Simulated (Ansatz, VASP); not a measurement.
# SnSe in VASP and in Ansatz

INCAR

```
SYSTEM = SnSe
PREC     = Accurate       ! precision mode
ENCUT    = 520            ! plane-wave cutoff, eV
EDIFF    = 1E-6           ! SCF threshold, eV
ISMEAR   = -1             ! smearing method
SIGMA    = 0.05           ! smearing width, eV
LREAL    = .FALSE.        ! projectors in reciprocal space
LASPH    = .TRUE.         ! aspherical terms in the spheres
NELM     = 80             ! most SCF steps
ALGO     = Normal         ! electronic algorithm
ISIF     = 2              ! what is computed and relaxed
LWAVE    = .FALSE.        ! write WAVECAR
LCHARG   = .FALSE.        ! write CHGCAR
GGA      = CA             ! functional
NBANDS   = 17             ! bands
```

File KPOINTS:

```
regular mesh
0
G
  14 14 14
  0 0 0
```

File POSCAR:

```
SnSe
1.0
    0.0000000000      2.4157992045      2.4157992045
    2.4157992045      0.0000000000      2.4157992045
    2.4157992045      2.4157992045      0.0000000000
Sn Se
1 1
Direct
    0.0000000000      0.0000000000      0.0000000000
    0.5000000000      0.5000000000      0.5000000000
```

Input for Ansatz:

```yaml
crystal:
  lattice:
    - [0.0, 2.4157992045, 2.4157992045]
    - [2.4157992045, 0.0, 2.4157992045]
    - [2.4157992045, 2.4157992045, 0.0]
  atoms:
    - { symbol: Sn, position: [0.0, 0.0, 0.0] }
    - { symbol: Se, position: [0.5, 0.5, 0.5] }
kpoints:
  mp_grid: { grid: [14, 14, 14] }
  band_path:
    path:
      - [0.0, 0.0, 0.0]
      - [0.5, 0.0, 0.5]
      - [0.625, 0.25, 0.625]
      - [0.375, 0.375, 0.75]
      - [0.0, 0.0, 0.0]
      - [0.5, 0.5, 0.5]
      - [0.5, 0.25, 0.75]
      - [0.5, 0.0, 0.5]
    npoints: 8
scf:
  occupations: { method: fermi_dirac, width: 0.05 }
hamiltonian:
  xc: lda
  pseudopotentials: { kind: paw }
output:
  forces: true
  stress: true
  eigenvalues: true
  populations: true
  dos: { projected: true, de: 0.2, e_range: [-14, 8] }
  write_density: true
  write_potential: true
  elf: true
  volumetric_format: npy
```

Change from the starting cell: volume scaled by 0.55, PAW files.

Alike in both runs: task single point; functional LDA; k mesh 14 × 14 × 14; occupations fermi-dirac, width 0.05 eV; no spin polarisation.

|  | VASP | Ansatz |
| --- | --- | --- |
| version | VASP 6.6.1 | Ansatz 0.2.0 |
| potentials or method | VASP PAW LDA potentials, release 64 (Sn_d, Se) | PAW with Ansatz's default frozen-core files, scalar-relativistic |
| plane-wave cutoff (eV) | 520 | 420 |
| valence electrons in the cell | 20 | 30 |

Ansatz gave:

| Item | Value |
| --- | --- |
| pressure (GPa) | 128.0 |

Q: Estimate VASP's values.

A: Pressure (GPa): 129.4.

The two sets of potentials don't hold the same shells in valence.

Caveats: the cell as given lies far from equilibrium; so large a pressure means that the cell lies far from this level's equilibrium, or that cutoff or potentials fall short (VASP).
